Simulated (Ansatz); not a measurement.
# AlNi3: a fit and a missing row

AlNi3, Pm-3m, a = 3.519 Å. The structure is a Materials Project entry; whether it is the stable form wasn't checked. Ansatz: PBEsol, PAW, 420 eV, Γ-centred 12×12×12 mesh on 4 atoms, Gaussian smearing 0.10 eV; collinear spin, largest moment 0.3 μB. Symmetry fixes shape and atoms, so the cell is only scaled; pressure is positive in compression.

```tsv
V (Å³/atom)	P (GPa)
10.241	14.50
10.568	6.65
10.895	0.00
11.222	-5.62
11.549	?
```

Problem. Take V0 = 10.895 Å³/atom, fit the third-order Birch–Murnaghan form to the other rows, and predict the missing pressure.

Solution. With the Eulerian strain f = ½[(V0/V)^(2/3) − 1] and y = P/[3f(1 + 2f)^(5/2)], the form is the line y = B0 + 1.5 B0 (B0′ − 4) f. Rows (f, y): 0.02107, 206.9; 0.01026, 205.4; -0.00976, 201.6. Means f = 0.007190, y = 204.63; Σ(Δf)² = 0.0004894, ΣΔfΔy = 0.08523; the slope is their ratio. y = 203.4 + 174.2 f GPa, so B0 = 203.4 GPa and B0′ = 4 + 2 × (174.2)/(3 × 203.4) = 4.57. At V = 11.549, f = -0.01906, y = 200.08 and P = -10.38 GPa. The run gave -10.38 GPa, the same to the digits shown. The form still works here, 33 % of the fitted range beyond its end.